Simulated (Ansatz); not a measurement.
Crystal: CuO (Tenorite).

```
Cu O
1.0
     2.34185   -1.71130    0.00000
     2.34185    1.71130    0.00000
    -0.85003    0.00000    5.05787
Cu O
2 2
Cartesian
  0.7459 -0.8557 2.5289
  1.1709 0.8557 0.0000
  1.7043 0.2793 3.7934
  2.1293 -0.2793 1.2645
```

Base run:

| Quantity | Value |
| --- | --- |
| Program | Ansatz 0.2.0 |
| Functional | PBE |
| Potentials or basis | Ansatz PAW |
| Cutoff | 420 eV (not typed: the program's choice for these potentials) |
| k mesh | 10 × 10 × 5 |
| Occupations | fermi-dirac, width 0.05 eV |
| Spin | no spin polarisation |
| Hubbard terms | Cu d U = 5.3 eV |

Its results: band gap on the k mesh none (metal or under the smearing width); pressure 8.3 GPa; largest force 0.129 eV/Å.

Task: The run is repeated on the same cell with these changes: cutoff from 420 eV (not typed: the program's choice for these potentials) to 250 eV; hubbard terms from Cu d U = 5.3 eV to none; hubbard projectors from ortho-atomic (the default) to none. What comes out?

Result: Band gap on the k mesh none (metal or under the smearing width); pressure 3.2 GPa; largest force 0.255 eV/Å.

Caveats: the run has no spin polarisation, though such a crystal can be magnetic; U without spin polarisation on a metal has little footing (some runs); the pressure holds a Pulay correction of +184.5 GPa for the finite cutoff (some runs); semilocal functionals often make such compounds metallic where correlation or magnetic order opens a gap, which also shifts bond lengths (some runs); the cutoff lies under the one recommended for these potentials (some runs).
